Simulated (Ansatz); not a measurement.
KF built on the h-MgO prototype, relaxed with r2SCAN, was run in Ansatz under altered settings. All numbers are computed, without spin polarisation but where a row says otherwise.

```xyz
4
Lattice="4.4847 0.0000 0.0000 -2.2424 3.8839 0.0000 0.0000 0.0000 5.2717" Properties=species:S:1:pos:R:3 pbc="T T T"
K     0.0000    2.5893    1.3179
K     2.2424    1.2946    3.9538
F     2.2424    1.2946    1.3179
F     0.0000    2.5893    3.9538
```

The base run's other keys:
```yaml
kpoints:
  mp_grid: { grid: [6, 6, 4] }
hamiltonian:
  xc: r2scan
scf:
  occupations: { method: fixed }
  n_extra_bands: 5
```

It takes 7 iterations with 2305 plane waves at 500 eV and 21 k points, and leaves a mean stress of +0.02 GPa. The gap over this mesh is 5.961 eV. It ran on 4 threads of Arm Neoverse N1, with other jobs on the host.

Outcomes, with energy and stress as changes against the base:
```
                                    setting    outcome  ΔF (meV/atom)  Δ mean stress (GPa)  gap on the mesh (eV)  iterations  wall time
    scf.occupations: methfessel_paxton 0.05  converged            0.0                 0.00                 5.961           7      3.5 s
                         basis.ecutwfc: 750  converged           -3.3                +0.01                 5.961           7      5.2 s
                  scf.occupations: cold 0.2  converged            0.0                 0.00                 5.961           7      3.4 s
              scf.occupations: gaussian 0.5  converged            0.0                 0.00                 5.961           7      3.4 s
            kpoints.mp_grid.grid: [3, 3, 3]  converged           +0.1                 0.00                 5.961           7      1.9 s
                 hamiltonian.dispersion: d4  converged            -23                -0.17                 5.961           7      3.5 s
hamiltonian.xc: pbesol (cutoff then 420 eV)  converged              –                -0.28                 5.426           6      1.3 s
           scf.occupations: fermi_dirac 0.5  converged           -0.7                +0.02                 5.959           7      3.6 s
     scf.occupations: methfessel_paxton 0.2  converged            0.0                 0.00                 5.961           7      3.5 s
                    basis.ecutrho_ratio: 12  converged            0.0                 0.00                 5.961           7      6.1 s
                scf.occupations: cold 0.001  converged            0.0                 0.00                 5.961           7      3.5 s
          scf.mixing.preconditioner: kerker  converged            0.0                 0.00                 5.961           8      3.6 s
                scf.eigensolver.kind: dense    refused              –                    –                     –           –     0.31 s
                    scf.occupations: cold 4  converged           +961                +0.35                 5.985           6      3.5 s
         scf.convergence.dr2_threshold: 0.0    refused              –                    –                     –           –     0.03 s
```
A dash marks a value that wasn't obtained or can't be compared. Stress is positive in compression. The base took 4.3 s.

- basis.ecutwfc: 750. 4265 plane waves in place of 2305. The free energy moves by -3.3 meV an atom, the mean stress by +0.01 GPa and the gap on the mesh by 0.000 eV (to 5.961). The base cutoff was converged to that degree.
- hamiltonian.dispersion: d4. The free energy moves by -23 meV an atom, the mean stress by -0.17 GPa and the gap on the mesh by 0.000 eV (to 5.961). A pairwise correction adds to energy, forces and stress and leaves the bands alone.
- hamiltonian.xc: pbesol. The cutoff follows the functional, from 500 to 420 eV. The mean stress moves by -0.28 GPa and the gap on the mesh by -0.535 eV (to 5.426). It's another functional on the same cell, so totals aren't comparable.
- scf.eigensolver.kind: dense. The input is refused before any iteration. Error: memory limit exceeded: the `scf loop` phase needs 3.94 GiB against the run's memory maximum of 3.60 GiB; largest carriers: dense eigenproblem matrices 1.70 GiB, dense eigenproblem work in flight 1.67 GiB, unmodelled-tail allowance 0.36 GiB, ion tables 0.08 GiB, projector tables 0.05 GiB […]
- scf.occupations: cold 4. The free energy moves by +961 meV an atom, the mean stress by +0.35 GPa and the gap on the mesh by +0.024 eV (to 5.985). The term −TS is +849 meV an atom, of a sign that arises since this scheme's broadening is partly negative. A width of 4 eV moves electrons across a gap of 5.96 eV: this is no longer the ground state.
- scf.convergence.dr2_threshold: 0.0. It is rejected at once. Error: invalid value for `scf.convergence.dr2_threshold`: must be finite and > 0; got 0 eV

Within 1 meV an atom, 0.1 GPa and 0.005 eV of the base stay: scf.occupations: methfessel_paxton 0.05; scf.occupations: cold 0.2; scf.occupations: gaussian 0.5; kpoints.mp_grid.grid: [3, 3, 3]; scf.occupations: fermi_dirac 0.5; scf.occupations: methfessel_paxton 0.2; basis.ecutrho_ratio: 12; scf.occupations: cold 0.001; scf.mixing.preconditioner: kerker.
